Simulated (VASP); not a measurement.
A run of VASP 6.6.1 is set up as follows.

The input POSCAR:

```
ZnSe                                    
1.0
    0.0000000000      2.8206646089      2.8206646089
    2.8206646089      0.0000000000      2.8206646089
    2.8206646089      2.8206646089      0.0000000000
  Zn              Se            
     1     1
Direct
     0.0000000000000000    0.0000000000000000    0.0000000000000000
     0.2500000000000000    0.2500000000000000    0.2500000000000000
```

File INCAR.step1:

```
PREC     = Accurate       # precision mode
ENCUT    = 520            # plane-wave cutoff, eV
EDIFF    = 1E-5           # SCF threshold, eV
ISMEAR   = 0              # smearing method
SIGMA    = 0.03           # smearing width, eV
LREAL    = False          # projectors in reciprocal space
LASPH    = True           # aspherical terms in the spheres
NELM     = 80             # most SCF steps
ALGO     = Normal         # electronic algorithm
ISIF     = 2              # what is computed and relaxed
LWAVE    = True           # write WAVECAR
LCHARG   = False          # write CHGCAR
KPAR     = 8            
GGA      = PE             # functional
```

Contents of INCAR.step2:

```
PREC     = Accurate       # precision mode
ENCUT    = 520            # plane-wave cutoff, eV
EDIFF    = 1E-6           # SCF threshold, eV
ISMEAR   = 0              # smearing method
SIGMA    = 0.03           # smearing width, eV
LREAL    = False          # projectors in reciprocal space
LASPH    = True           # aspherical terms in the spheres
NELM     = 80             # most SCF steps
ALGO     = Normal         # electronic algorithm
ISIF     = 2              # what is computed and relaxed
LWAVE    = False          # write WAVECAR
LCHARG   = False          # write CHGCAR
GGA      = PE             # functional
LHFCALC  = True           # exact exchange
HFSCREEN = 0.2            # screening, 1/A
PRECFOCK = Fast         
KPAR     = 8            
ISTART   = 1
```

Contents of KPOINTS:

```
Automatic mesh
0
Gamma
  8 8 8
```

Contents of KPOINTS_OPT:

```
explicit points
6
Reciprocal
 0.0000000000  0.0000000000  0.0000000000 1
 0.3750000000  0.3750000000  0.7500000000 1
 0.5000000000  0.5000000000  0.5000000000 1
 0.6250000000  0.2500000000  0.6250000000 1
 0.5000000000  0.2500000000  0.7500000000 1
 0.5000000000  0.0000000000  0.5000000000 1
```

Potentials or basis: VASP PAW PBE potentials, release 64 (Zn, Se).

Launch:

```sh
$ cat potpaw_PBE.64/Zn/POTCAR potpaw_PBE.64/Se/POTCAR > POTCAR
$ cp INCAR.step1 INCAR
$ mpirun -np 8 vasp_std > vasp.out
$ cp INCAR.step2 INCAR
$ mpirun -np 8 vasp_std > vasp.out
```

Task: What does it give for the band gap along the path?

Result: 2.48 eV, direct.

Task: What does it give for the pressure?

Result: 2.1 GPa.

Task: What does it give for the band gap on the k mesh?

Result: 2.48 eV, direct.

Caveat: the PAW data sets were made with another functional, which shifts forces and pressure a little.

**The experiment to reproduce.**

“Alloy Disordering Effects on the Thermal Conductivity and Energy Gap Temperature Dependence of Cd1−xZnxSe Ternary Crystals Grown by the Bridgman Method”, 2023, pmc:10253836 reports, for a bulk crystal of ZnSe at 300 K: band gap 2.695 ± 0.003 eV (an exciton energy, a little under the gap).

Against the measured gap of ZnSe, 2.695 eV (an exciton energy, a little under the gap; 300 K; “Alloy Disordering Effects on the Thermal Conductivity and Energy Gap Temperature Dependence of Cd1−xZnxSe Ternary Crystals Grown by the Bridgman Method”, 2023, pmc:10253836), the calculated 2.48 eV is off by -0.21 eV. Spin-orbit coupling on Se is left out. The value is that of HSE06, without temperature or zero-point motion.
